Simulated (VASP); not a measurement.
# MoP: relaxation of cell and atoms with PBEsol

MoP:

```
Mo P
1.0
     3.22300    0.00000    0.00000
    -1.61150    2.79120    0.00000
     0.00000    0.00000    3.19100
Mo P
1 1
Direct
  0.00000 0.00000 0.00000
  0.33333 0.66667 0.50000
```

```json
{
 "Program": "VASP 6.6.1",
 "Task": "relaxation of cell and atoms",
 "Functional": "PBEsol",
 "Potentials or basis": "VASP PAW PBE potentials, release 64 (Mo_sv, P)",
 "Cutoff": "600 eV",
 "k mesh": "10 × 10 × 8",
 "Occupations": "fermi-dirac, width 0.05 eV",
 "Spin": "no spin polarisation",
 "Target pressure": "2 GPa",
 "Further INCAR settings": "ALGO = Fast; EDIFF = 1e-07; IBRION = 2; EDIFFG = -0.01; NSW = 40; ISIF = 3"
}
```

```yaml
Relaxed_volume: 14.02 Å³/atom
Relaxed_cell: a = 3.197 Å, b = 3.197 Å, c = 3.168 Å, α = 90.00°, β = 90.00°, γ = 120.00°
Space_group_after_relaxing_to_0.05_Å: P-6m2 (No. 187)
Energy_change_on_relaxing_the_enthalpy_is_what_falls: -1.7 meV/atom
Ionic_steps: 5
Pressure_after_relaxing: 2.0 GPa
Band_gap_on_the_k_mesh: none (metal or under the smearing width)
```

Step by step:
| step | energy change (eV) | largest force (eV/Å) | pressure (GPa) | volume (Å³) |
| --- | --- | --- | --- | --- |
| 1 | 0.0000 | 0.0000 | -3.53 | 28.71 |
| 2 | 0.0720 | 0.0000 | 16.08 | 26.70 |
| 3 | -0.0036 | 0.0000 | 1.87 | 28.07 |
| 4 | -0.0034 | 0.0000 | 1.97 | 28.06 |
| 5 | -0.0033 | 0.0000 | 2.01 | 28.04 |

Final structure:
```
CELL_PARAMETERS angstrom
3.19678 0.00000 0.00000
-1.59839 2.76850 0.00000
0.00000 0.00000 3.16850
ATOMIC_POSITIONS crystal
Mo 0.00000 0.00000 0.00000
P 0.33333 0.66667 0.50000
```

Levels at points of the mesh, in eV from the Fermi level:
| k point | band 6 | band 7 | band 8 | band 9 | band 10 | band 11 | band 12 | band 13 |
| --- | --- | --- | --- | --- | --- | --- | --- | --- |
| (0.00, 0.00, 0.00) | -4.36 | -3.37 | -3.37 | -0.67 | 0.31 | 0.31 | 4.27 | 4.27 |
| (0.50, 0.00, 0.00) | -7.40 | -4.03 | -3.89 | -1.24 | -0.43 | 1.80 | 2.48 | 4.77 |
| (0.00, 0.00, 0.50) | -7.99 | -2.77 | -2.77 | -1.73 | -1.73 | 1.38 | 3.01 | 3.01 |
| (0.50, 0.00, 0.50) | -6.25 | -5.36 | -4.52 | -1.07 | 1.52 | 1.92 | 3.70 | 5.22 |

It took 71 s on 1 thread of Intel(R) Xeon(R) Platinum 8488C (Sapphire Rapids), with other jobs on the host, peak memory 0.18 GiB.

Caveat: the cell is relaxed towards a set pressure, so the enthalpy falls and the energy may rise; the PAW data sets were made with another functional, which shifts forces and pressure a little.
